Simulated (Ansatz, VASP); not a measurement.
# Two plane-wave programs on MgO

The input POSCAR:

```
MgO
1.0
    0.0000000000      2.2820056624      2.3354045949
    2.2820056624      0.0000000000      2.3354045949
    2.2820056624      2.2820056624      0.0000000000
Mg O
1 1
Direct
    0.0000000000      0.0000000000      0.0000000000
    0.2500000000      0.2500000000      0.2500000000
```

File INCAR.step1:

```
SYSTEM = MgO
PREC     = Accurate       ! precision mode
ENCUT    = 520            ! plane-wave cutoff, eV
ISMEAR   = 0              ! smearing method
SIGMA    = 0.01           ! smearing width, eV
LREAL    = .FALSE.        ! projectors in reciprocal space
LASPH    = .TRUE.         ! aspherical terms in the spheres
NELM     = 100            ! most SCF steps
NBANDS   = 11             ! bands
GGA      = PE             ! functional
ALGO     = Normal         ! electronic algorithm
EDIFF    = 1E-4           ! SCF threshold, eV
LWAVE    = .TRUE.         ! write WAVECAR
LCHARG   = .FALSE.        ! write CHGCAR
```

Contents of INCAR.step2:

```
SYSTEM = MgO
PREC     = Accurate       ! precision mode
ENCUT    = 520            ! plane-wave cutoff, eV
EDIFF    = 1E-6           ! SCF threshold, eV
ISMEAR   = 0              ! smearing method
SIGMA    = 0.01           ! smearing width, eV
LREAL    = .FALSE.        ! projectors in reciprocal space
LASPH    = .TRUE.         ! aspherical terms in the spheres
NELM     = 100            ! most SCF steps
ALGO     = Normal         ! electronic algorithm
ISIF     = 2              ! what is computed and relaxed
LWAVE    = .FALSE.        ! write WAVECAR
LCHARG   = .FALSE.        ! write CHGCAR
METAGGA  = R2SCAN         ! meta-GGA
LMIXTAU  = .TRUE.       
NBANDS   = 11             ! bands
ISTART   = 1
```

File KPOINTS:

```
Automatic mesh
0
G
  10 10 10
  0 0 0
```

Input for Ansatz:

```yaml
crystal:
  lattice:
    - [0.0, 2.2820056624, 2.3354045949]
    - [2.2820056624, 0.0, 2.3354045949]
    - [2.2820056624, 2.2820056624, 0.0]
  atoms:
    - { symbol: Mg, position: [0.0, 0.0, 0.0] }
    - { symbol: O, position: [0.25, 0.25, 0.25] }
kpoints:
  mp_grid: { grid: [10, 10, 10] }
  band_path:
    path:
      - [0.0, 0.0, 0.0]
      - [-0.5, -0.5, 0.0]
      - [-0.375, -0.375, 0.25]
      - [-0.375, 0.0, 0.375]
      - [0.0, 0.0, 0.5]
      - [-0.5, -0.25, 0.25]
    npoints: 1
hamiltonian:
  xc: r2scan
scf:
  occupations: { method: fixed }
  n_extra_bands: 4
output:
  forces: true
  stress: true
  eigenvalues: true
```

Change from the starting cell: uniaxial_z strain +2.3%.

Alike in both runs: task single point; functional r2SCAN; k mesh 10 × 10 × 10; no spin polarisation.

```csv
,VASP,Ansatz
version,VASP 6.6.1,Ansatz 0.2.0
potentials or method,"VASP PAW PBE potentials, release 64 (Mg, O)","plane waves, PAW"
plane-wave cutoff (eV),520,500
occupations,"gaussian, width 0.01 eV",fixed
valence electrons in the cell,8,16
```

VASP gave:

| Quantity | Value |
| --- | --- |
| gap on the k mesh at the Fermi level (eV) | 4.16 |
| pressure (GPa) | -3.4 |
| largest component of the traceless stress (GPa) | 0.82 |

Question: What did Ansatz give for the same quantities?

Answer: gap on the k mesh at the Fermi level (eV): 4.18; pressure (GPa): -2.8; largest component of the traceless stress (GPa): 0.81.

The two sets of potentials don't hold the same shells in valence.

Caveats: the PAW data sets were made with another functional, which shifts forces and pressure a little (VASP).
